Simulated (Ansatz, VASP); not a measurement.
**Two plane-wave programs on TaN**

```xyz
4
Lattice="0.0000 -2.1874 -2.1874 0.0000 2.1874 -2.1874 4.3749 0.0000 0.0000" Properties=species:S:1:pos:R:3 pbc="T T T"
Ta   -0.1218    0.0000   -2.1874
Ta    2.3092    0.0000    0.0000
N     1.9264    0.0000   -2.1874
N     0.2610    0.0000    0.0000
```

Change from the starting cell: mode 1 frozen in at -0.261 Å and mode 2 at +0.000 Å (largest displacements).

Alike in both runs: task single point; functional PBEsol; k mesh 14 × 14 × 10; occupations gaussian, width 0.15 eV; no spin polarisation.

|  | VASP | Ansatz |
| --- | --- | --- |
| version | VASP 6.6.1 | Ansatz 0.2.0 |
| potentials or method | VASP PAW PBE potentials, release 64 (Ta_pv, N) | scalar-relativistic, plane waves, PAW |
| plane-wave cutoff (eV) | 520 | 520 |
| valence electrons in the cell | 32 | 36 |

Ansatz gave:

| Quantity | Value |
| --- | --- |
| gap on the k mesh at the Fermi level (eV) | none |
| pressure (GPa) | 2.6 |
| largest component of the traceless stress (GPa) | 25.05 |
| rms of the force components (eV/Å) | 0.806 |

Task: Which values does VASP return?

Result: gap on the k mesh at the Fermi level (eV): none; pressure (GPa): 3.8; largest component of the traceless stress (GPa): 25.47; rms of the force components (eV/Å): 0.820.

Atom by atom the forces differ by 0.026 eV/Å (rms over components). A gap of «none» marks a metal or a gap that the smearing closes. The two sets of potentials don't hold the same shells in valence. Ansatz warned: «pseudo_functional_mismatch».

Caveats: the PAW data sets were made with another functional, which shifts forces and pressure a little (VASP). Spin-orbit coupling is left out, which matters for the levels of Ta.
